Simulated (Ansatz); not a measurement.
## KZnF3 in Ansatz: the effect of functional

The system is KZnF3.

```
Zn K F
1.0
     4.10330    0.00000    0.00000
     0.00000    4.10330    0.00000
     0.00000    0.00000    4.10330
Zn K F
1 1 3
Direct
  0.50000 0.50000 0.50000
  0.00000 0.00000 0.00000
  0.50000 0.00000 0.50000
  0.00000 0.50000 0.50000
  0.50000 0.50000 0.00000
```

The cell isn't the ideal one: volume scaled by 1.04.

Alike in all runs:

```yaml
Program: Ansatz 0.2.0
Task: single point
Potentials_or_basis: Ansatz PAW
k_mesh: 7 × 7 × 7
Occupations: fermi-dirac, width 0.05 eV
Spin: no spin polarisation
```

```csv
functional,cutoff,gap on the mesh (eV),pressure (GPa)
PBEsol,420 eV (not typed: the program's choice for these potentials),3.72,-2.7
LDA,420 eV (not typed: the program's choice for these potentials),3.63,-7.4
r2SCAN,500 eV (not typed: the program's choice for these potentials),?,?
```

Q: What does the run with functional r2SCAN give?

A: gap on the mesh 4.63 eV; pressure -3.2 GPa.

Caveats: odd divisions of the mesh miss points on the zone boundary, where band edges often lie, so the gap on the mesh can be too wide; the PAW data sets come from PBE, with cores solved anew for the run's functional, which leaves a small shift of forces and pressure.

A k mesh can miss the band edges.

Runs at the PBE level aren't shown here.
